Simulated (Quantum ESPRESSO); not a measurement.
Crystal: Ge.

```
CELL_PARAMETERS angstrom
3.99759 0.00000 0.00000
-1.99879 3.46201 0.00000
0.00000 0.00000 6.59938
ATOMIC_POSITIONS crystal
Ge 0.33333 0.66667 0.93710
Ge 0.66667 0.33333 0.43710
Ge 0.33333 0.66667 0.56290
Ge 0.66667 0.33333 0.06290
```

This isn't the form of Ge at room conditions, which is diamond.

Base run:

| Property | Result |
| --- | --- |
| Program | Quantum ESPRESSO 7.5 |
| Functional | PBEsol |
| Potentials or basis | GBRV 1.5 PBEsol |
| Cutoff | 612 eV |
| Density cutoff | 4898 eV |
| k mesh | 8 × 8 × 4 |
| Occupations | fermi-dirac, width 0.05 eV |
| Spin | no spin polarisation |

Its results: pressure -0.3 GPa.

Problem. The run is repeated on the same cell with these changes: functional from PBEsol to LDA; potentials or basis from GBRV 1.5 PBEsol to GBRV 1.5 LDA. What comes out?

Solution. Pressure -2.1 GPa.
